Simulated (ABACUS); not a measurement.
Write the native input for ABACUS 3.10.1 that does the following.

* Task: single point
* Functional: PBEsol
* Potentials or basis: PseudoDojo NC SR 0.4.1 PBE standard
* Cutoff: 1143 eV
* Density cutoff: 4572 eV
* Basis: plane waves
* k mesh: 8 × 8 × 4
* Occupations: fermi-dirac, width 0.05 eV
* Spin: no spin polarisation
* Radial cutoff of the potentials (pseudo_rcut): 10 bohr
* SCF threshold on the density: 1e-08
* Max SCF steps: 100
* Eigensolver: dav
* Mixing: broyden
* Mixing share: 0.7
* Symmetry key: 1
* Bands: 28

GaN:

```xyz
4
Lattice="3.1800 0.0000 0.0000 -1.5900 2.7540 0.0000 0.0000 0.0000 5.1660" Properties=species:S:1:pos:R:3 pbc="T T T"
Ga    1.5900    0.9180    2.5830
Ga    0.0000    1.8360    0.0000
N     1.5900    0.9180    4.5203
N     0.0000    1.8360    1.9373
```

One way to write it, as run:

INPUT

```
INPUT_PARAMETERS
suffix              GaN
calculation         scf
basis_type          pw
pseudo_dir          ./
symmetry            1
dft_functional      pbesol
ecutwfc             84
pseudo_rcut         10
nspin               1
nbands              28
ks_solver           dav
smearing_method     fd
smearing_sigma      0.00367493
scf_thr             1e-08
scf_nmax            100
mixing_type         broyden
mixing_beta         0.7
cal_force           1
cal_stress          1
out_chg             1
kpar                4
```

STRU

```
ATOMIC_SPECIES
Ga 69.7230 Ga.upf
N 14.0070 N.upf

LATTICE_CONSTANT
1.8897261246

LATTICE_VECTORS
3.1800000000 0.0000000000 0.0000000000
-1.5900000000 2.7539607840 0.0000000000
0.0000000000 0.0000000000 5.1660000000

ATOMIC_POSITIONS
Direct

Ga
0.0
2
0.6666666667 0.3333333333 0.5000000000 1 1 1
0.3333333333 0.6666666667 0.0000000000 1 1 1

N
0.0
2
0.6666666667 0.3333333333 0.8750000000 1 1 1
0.3333333333 0.6666666667 0.3750000000 1 1 1
```

KPT

```
K_POINTS
0
Gamma
8 8 4 0 0 0
```

Potentials or basis: PseudoDojo NC SR 0.4.1 PBE standard, plane waves.

Run with:

```bash
$ OMP_NUM_THREADS=1 mpirun -np 4 abacus > log
```

Results of the run:

The pressure is 1.7 GPa. The largest force is 0.134 eV/Å and the band gap on the k mesh is 1.89 eV, direct.

Caveat: the potentials were made for another functional, which shifts forces and pressure.

Wall time 14 s on 4 MPI ranks on Intel(R) Xeon(R) Platinum 8375C CPU @ 2.90GHz (Ice Lake), on a shared host, peak memory 0.44 GiB a rank.
